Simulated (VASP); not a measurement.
# BAs (F-43m) in VASP: notebook

The runs below take BAs through band structure, with r2SCAN.

Everything below comes from runs of VASP 6.6.1. Logs are shortened: lines on timing, memory, paths and dates and some standing lists are left out, and cuts for length are marked.

## 1. The crystal as given

The structure is cubic, space group F-43m (No. 216). Conventional cell: a = 4.777 Å, b = 4.777 Å, c = 4.777 Å, α = 90.00°, β = 90.00°, γ = 90.00°. As (site symmetry -43m) is surrounded by 4 B at 2.07 Å. B (site symmetry -43m) has 4 As at 2.07 Å as nearest neighbours.

## 2. Band structure, r2SCAN

Contents of INCAR:

```
ALGO = Normal
EDIFF = 1E-6
ENCUT = 520
ISIF = 2
ISMEAR = -1
LASPH = True
LCHARG = False
LMIXTAU = True
LREAL = False
LWAVE = False
METAGGA = R2SCAN
NBANDS = 11
NELM = 60
PREC = Accurate
SIGMA = 0.05
```

Contents of KPOINTS:

```
k-points
0
Gamma
  10 10 10
```

Contents of POSCAR:

```
BAs
1.0
    0.0000000000      2.3885000000      2.3885000000
    2.3885000000      0.0000000000      2.3885000000
    2.3885000000      2.3885000000      0.0000000000
As B
1 1
Direct
    0.7500000000      0.7500000000      0.7500000000
    0.0000000000      0.0000000000      0.0000000000
```

Contents of KPOINTS_OPT:

```
path GXWKGLUWLK,UX
20
line-mode
reciprocal
 0.0000000000  0.0000000000  0.0000000000  G
 0.5000000000  0.0000000000  0.5000000000  X

 0.5000000000  0.0000000000  0.5000000000  X
 0.5000000000  0.2500000000  0.7500000000  W

 0.5000000000  0.2500000000  0.7500000000  W
 0.3750000000  0.3750000000  0.7500000000  K

 0.3750000000  0.3750000000  0.7500000000  K
 0.0000000000  0.0000000000  0.0000000000  G

 0.0000000000  0.0000000000  0.0000000000  G
 0.5000000000  0.5000000000  0.5000000000  L

 0.5000000000  0.5000000000  0.5000000000  L
 0.6250000000  0.2500000000  0.6250000000  U

 0.6250000000  0.2500000000  0.6250000000  U
 0.5000000000  0.2500000000  0.7500000000  W

 0.5000000000  0.2500000000  0.7500000000  W
 0.5000000000  0.5000000000  0.5000000000  L

 0.5000000000  0.5000000000  0.5000000000  L
 0.3750000000  0.3750000000  0.7500000000  K

 0.6250000000  0.2500000000  0.6250000000  U
 0.5000000000  0.0000000000  0.5000000000  X
```

Potentials or basis: VASP PAW PBE potentials, release 64 (As, B).

Command:

```
cat potpaw_PBE.64/As/POTCAR potpaw_PBE.64/B/POTCAR > POTCAR
mpirun -np 1 vasp_std > vasp.out
```

OUTCAR:

```text
EDIFF = 1E-6
   ENCUT = 520
   ISIF = 2
   ISMEAR = -1
   LASPH = True
   LREAL = False
   METAGGA = R2SCAN
   NELM = 60
   PREC = Accurate

 ion  position               nearest neighbor table
   1  0.750  0.750  0.750-   2 2.07   2 2.07   2 2.07   2 2.07
   2  0.000  0.000  0.000-   1 2.07   1 2.07   1 2.07   1 2.07

  LATTYP: Found a face centered cubic cell.
 ALAT       =     4.7770000000

  Lattice vectors:

 A1 = (   0.0000000000,   2.3885000000,   2.3885000000)
 A2 = (   2.3885000000,   0.0000000000,   2.3885000000)
 A3 = (   2.3885000000,   2.3885000000,   0.0000000000)

Analysis of symmetry for initial positions (statically):
=====================================================================
 Subroutine PRICEL returns:
 Original cell was already a primitive cell.

 Routine SETGRP: Setting up the symmetry group for a
 face centered cubic supercell.

 Subroutine GETGRP returns: Found 24 space group operations
 (whereof 24 operations were pure point group operations)
 out of a pool of 48 trial point group operations.

The static configuration has the point symmetry T_d .

Analysis of symmetry for dynamics (positions and initial velocities):
=====================================================================
 Subroutine PRICEL returns:
 Original cell was already a primitive cell.

 Routine SETGRP: Setting up the symmetry group for a
 face centered cubic supercell.

 Subroutine GETGRP returns: Found 24 space group operations
 (whereof 24 operations were pure point group operations)
 out of a pool of 48 trial point group operations.

The dynamic configuration has the point symmetry T_d .

 Subroutine INISYM returns: Found 24 space group operations
 (whereof 24 operations are pure point group operations),
 and found     1 'primitive' translations

----------------------------------------------------------------------------------------

                                     Primitive cell

  volume of cell :      27.2525

  direct lattice vectors                    reciprocal lattice vectors
     0.000000000  2.388500000  2.388500000    -0.209336404  0.209336404  0.209336404
     2.388500000  0.000000000  2.388500000     0.209336404 -0.209336404  0.209336404
     2.388500000  2.388500000  0.000000000     0.209336404  0.209336404 -0.209336404

  length of vectors
     3.377849094  3.377849094  3.377849094     0.362581287  0.362581287  0.362581287

  position of ions in fractional coordinates (direct lattice)
     0.750000000  0.750000000  0.750000000
     0.000000000  0.000000000  0.000000000

[... 107 lines left out ...]
   TEBEG  =    0.0;   TEEND  =   0.0 temperature during run
   PSTRESS=    0.0 pullay stress
   NELECT =       8.0000    total number of electrons
   NUPDOWN=      -1.0000    fix difference up-down
   EMIN   =  10.00;   EMAX   =-10.00  energy-range for DOS
   EFERMI =   0.00;   METHOD = LEGACY
   ISMEAR =    -1;   SIGMA  =   0.05  broadening in eV -4-tet -1-fermi 0-gaus
   EFERMI_NEDOS =   21; number of points for ismear=-14 and -15
   IALGO  =     38    algorithm
   IMIX   =      4    mixing-type and parameters
     AMIX     =   0.40;   BMIX     =  1.00
     AMIX_MAG =   1.60;   BMIX_MAG =  1.00
  volume/ion in A,a.u.               =      13.63        91.95
  Fermi-wavevector in a.u.,A,eV,Ry     =   1.088018  2.056057 16.106360  1.183784
  Thomas-Fermi vector in A             =   2.224191
   LORBIT       =      0    0 simple, 1 ext, 2 COOP (PROOUT), +10 PAW based schemes
   METAGGA = R2SCAN    functional components
   LHFCALC =     F    Hartree Fock is set to
   AEXX    =    0.0000 exact exchange contribution
   IVDW    =     0    specifies the selected vdW correction
   LEPSILON=     F    determine dielectric tensor
   LRPA    =     F    only Hartree local field effects (RPA)
 non-spin polarized calculation
  energy-cutoff  :      520.00
  volume of cell :       27.25
 maximum number of plane-waves:       754
 NGX is ok and might be reduce to    28
   NGX = 13   NGY = 13   NGZ = 13

 number of electron       8.0000000 magnetization

 Free energy of the ion-electron system (eV)
  ---------------------------------------------------
  ext. energy  EPLUGINS =         0.00000000
  ---------------------------------------------------
  free energy    TOTEN  =       -22.25566485 eV

  energy without entropy =      -22.25566484  energy(sigma->0) =      -22.25566484

 E-fermi :   6.6913     XC(G=0): -11.1333

 val. band max:        6.0238609521   @ k =   0.0000   0.0000   0.0000
 cond. band min:       7.3939460298   @ k =   0.4000   0.4000   0.0000
 fundamental gap:      1.3700850777
 Fermi energy:         6.6912550640

 k-point     1 :       0.0000    0.0000    0.0000
  band No.  band energies     occupation
      1     -10.1346      2.00000
      2       6.0239      2.00000
      3       6.0239      2.00000
      4       6.0239      2.00000
      5       9.4691      0.00000
      6       9.4691      0.00000
      7       9.4691      0.00000
      8      11.1761      0.00000
      9      16.4027      0.00000
     10      19.4645      0.00000
     11      19.4645      0.00000
[... 533 lines left out ...]
 k-point    40 :      -0.2000    0.3000    0.1000
  band No.  band energies     occupation
      1      -7.3728      2.00000
      2      -1.0219      2.00000
      3       0.7721      2.00000
      4       3.3371      2.00000
      5      10.5341      0.00000
      6      11.5414      0.00000
      7      12.7700      0.00000
      8      14.7534      0.00000
      9      17.6594      0.00000
     10      19.4803      0.00000
     11      22.8543      0.00000

 [... further k-points ...]

------------------------ aborting loop because EDIFF is reached ----------------------------------------

  FORCE on cell =-STRESS in cart. coord.  units (eV):
  Direction    XX          YY          ZZ          XY          YZ          ZX
  --------------------------------------------------------------------------------------
  -------------------------------------------------------------------------------------
  Total        0.1490985      0.1490985      0.1490985      0.0000000      0.0000000      0.0000000
  in kB        8.7655270      8.7655270      8.7655270      0.0000000      0.0000000      0.0000000
  external PRESSURE =       8.7655270 kB  Pullay stress =       0.0000000 kB

 VOLUME and BASIS-vectors are now :
 -----------------------------------------------------------------------------
  energy-cutoff  :      520.00
  volume of cell :       27.25
      direct lattice vectors                 reciprocal lattice vectors
     0.000000000  2.388500000  2.388500000    -0.209336404  0.209336404  0.209336404
     2.388500000  0.000000000  2.388500000     0.209336404 -0.209336404  0.209336404
     2.388500000  2.388500000  0.000000000     0.209336404  0.209336404 -0.209336404

 POSITION                                       TOTAL-FORCE (eV/Angst)
 -----------------------------------------------------------------------------------
      3.58275      3.58275      3.58275        -0.000000     -0.000000      0.000000
      0.00000      0.00000      0.00000         0.000000      0.000000     -0.000000
 -----------------------------------------------------------------------------------
    total drift:                                0.000000      0.000000      0.000000

  FREE ENERGIE OF THE ION-ELECTRON SYSTEM (eV)
  ---------------------------------------------------
  free  energy   TOTEN  =       -22.2556648498 eV

  energy  without entropy=      -22.2556648355  energy(sigma->0) =      -22.25566484
```

It took 2 min on 1 thread of AMD EPYC 9R45 (Zen 5), shared host; peak memory 0.15 GiB.

What came out:

* Free energy: -22.2557 eV
* Pressure: 0.9 GPa
* Band gap on the k mesh: 1.37 eV, indirect (least direct gap 3.45 eV)
* Band gap along the path: 1.37 eV, indirect (least direct gap 3.45 eV)

Levels at the corners of the path, in eV from the valence-band top:
| point | band 1 | band 2 | band 3 | band 4 | band 5 | band 6 | band 7 | band 8 |
| --- | --- | --- | --- | --- | --- | --- | --- | --- |
| Γ | -16.16 | 0.00 | 0.00 | 0.00 | 3.45 | 3.45 | 3.45 | 5.15 |
| X | -11.70 | -9.06 | -4.31 | -4.31 | 1.61 | 1.69 | 12.16 | 12.16 |
| X | -11.70 | -9.06 | -4.31 | -4.31 | 1.61 | 1.69 | 12.16 | 12.16 |
| W | -11.53 | -8.61 | -5.73 | -5.44 | 5.68 | 6.46 | 7.18 | 7.41 |
| W | -11.53 | -8.61 | -5.73 | -5.44 | 5.68 | 6.46 | 7.18 | 7.41 |
| K | -11.76 | -8.67 | -6.22 | -3.69 | 2.28 | 5.97 | 9.80 | 10.41 |
| K | -11.76 | -8.67 | -6.22 | -3.69 | 2.28 | 5.97 | 9.80 | 10.41 |
| Γ | -16.16 | 0.00 | 0.00 | 0.00 | 3.45 | 3.45 | 3.45 | 5.15 |
| Γ | -16.16 | 0.00 | 0.00 | 0.00 | 3.45 | 3.45 | 3.45 | 5.15 |
| L | -13.13 | -9.24 | -1.94 | -1.94 | 2.97 | 5.06 | 5.06 | 9.58 |
| L | -13.13 | -9.24 | -1.94 | -1.94 | 2.97 | 5.06 | 5.06 | 9.58 |
| U | -11.76 | -8.67 | -6.22 | -3.69 | 2.28 | 5.97 | 9.80 | 10.41 |
| U | -11.76 | -8.67 | -6.22 | -3.69 | 2.28 | 5.97 | 9.80 | 10.41 |
| W | -11.53 | -8.61 | -5.73 | -5.44 | 5.68 | 6.46 | 7.18 | 7.41 |
| W | -11.53 | -8.61 | -5.73 | -5.44 | 5.68 | 6.46 | 7.18 | 7.41 |
| L | -13.13 | -9.24 | -1.94 | -1.94 | 2.97 | 5.06 | 5.06 | 9.58 |
| L | -13.13 | -9.24 | -1.94 | -1.94 | 2.97 | 5.06 | 5.06 | 9.58 |
| K | -11.76 | -8.67 | -6.22 | -3.69 | 2.28 | 5.97 | 9.80 | 10.41 |
| U | -11.76 | -8.67 | -6.22 | -3.69 | 2.28 | 5.97 | 9.80 | 10.41 |
| X | -11.70 | -9.06 | -4.31 | -4.31 | 1.61 | 1.69 | 12.16 | 12.16 |

Caveat: the PAW data sets were made with another functional, which shifts forces and pressure a little. r2SCAN opens gaps a little over a GGA but as a rule still falls short of measured ones.

## 3. Band structure, r2SCAN, spin-orbit coupling, no magnetisation

Contents of INCAR:

```
SYSTEM = BAs
  PREC = Accurate
  ENCUT = 520
  EDIFF = 1E-6
  ISMEAR = -1
  SIGMA = 0.05
  LREAL = .FALSE.
  LASPH = .TRUE.
  NELM = 60
  ALGO = Normal
  ISIF = 2
  LWAVE = .FALSE.
  LCHARG = .FALSE.
  MAGMOM = 0 0 0 0 0 0
  LORBIT = 11
  LSORBIT = .TRUE.
  GGA_COMPAT = .FALSE.
  METAGGA = R2SCAN
  LMIXTAU = .TRUE.
```

Contents of KPOINTS:

```
regular mesh
0
G
  7 7 7
  0 0 0
```

POSCAR is that of step 2.

KPOINTS_OPT is that of step 2.

Potentials or basis: VASP PAW PBE potentials, release 64 (As, B).

Command:

```
cat potpaw_PBE.64/As/POTCAR potpaw_PBE.64/B/POTCAR > POTCAR
mpirun -np 1 vasp_ncl > vasp.out
```

Run time: 8.8 min. Hardware: 1 thread of AMD EPYC 9R45 (Zen 5), shared host; peak memory 0.26 GiB.

The run converged. Its results:

- Free energy: -22.2595 eV
- Pressure: 0.9 GPa
- Valence electrons inside the program's atomic spheres: As 2.96; B 1.83

Caveat: the PAW data sets were made with another functional, which shifts forces and pressure a little.

## 4. The reference run

An earlier run on the cell as given: functional PBE; potentials or basis VASP PAW PBE potentials, release 64 (As, B); cutoff 520 eV; k mesh 10 × 10 × 10; occupations fermi-dirac, width 0.05 eV; no spin polarisation.

- Pressure: 3.4 GPa
- Band gap on the k mesh: 1.18 eV, indirect (least direct gap 3.28 eV)

## 5. Summary

| task | level | spin | k mesh | gap on the mesh (eV) | pressure (GPa) |
| --- | --- | --- | --- | --- | --- |
| band structure | r2SCAN | off | 10 × 10 × 10 | 1.37 | 0.9 |
| band structure | r2SCAN | SOC, no magnetisation | 7 × 7 × 7 | - | 0.9 |
| single point | PBE | off | 10 × 10 × 10 | 1.18 | 3.4 |

Alike in all rows: potentials or basis VASP PAW PBE potentials, release 64 (As, B); cell as given; cutoff (eV) 520; smearing fermi-dirac 0.05 eV.

The pressure there spans 0.9 GPa (r2SCAN) to 3.4 GPa (PBE); a positive pressure means that this level wants a larger cell, a negative one a smaller.

Caveats: the PAW data sets were made with another functional, which shifts forces and pressure a little (some runs).

Total energies depend on the potentials used, so only differences within one code and one set of settings carry meaning.
